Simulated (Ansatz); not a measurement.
Crystal: Ca.

```
Ca
1.0
     0.00000    2.79420    2.79420
     2.79420    0.00000    2.79420
     2.79420    2.79420    0.00000
Ca
1
Direct
  0.00000 0.00000 0.00000
```

```yaml
Program: Ansatz 0.2.0
Task: relaxation of cell and atoms
Functional: PBEsol
Potentials_or_basis: all-electron LAPW, scalar-relativistic
Basis_error_allowed: 0.001 eV/atom
k_mesh: 8 × 8 × 8
Occupations: fermi-dirac, width 0.05 eV
Spin: no spin polarisation
```

At the start: volume 43.63 Å³/atom.

Q: Where does the relaxation end?

A: Over 5 steps the energy falls by 11.9 meV/atom and the volume is 40.54 Å³/atom (-7.1 %); space group Fm-3m (No. 225, to 0.05 Å).

Step by step:
```csv
step,energy change (eV),largest force (eV/Å),volume (Å³)
1,0.0000,0.0000,43.63
2,-0.0077,0.0000,42.33
3,-0.0118,0.0000,40.39
4,-0.0119,0.0000,40.54
5,-0.0119,0.0000,40.54
```

Final structure:
```
Ca
1.0
     0.00000    2.72652    2.72652
     2.72652    0.00000    2.72652
     2.72652    2.72652    0.00000
Ca
1
Direct
  0.00000 0.00000 0.00000
```
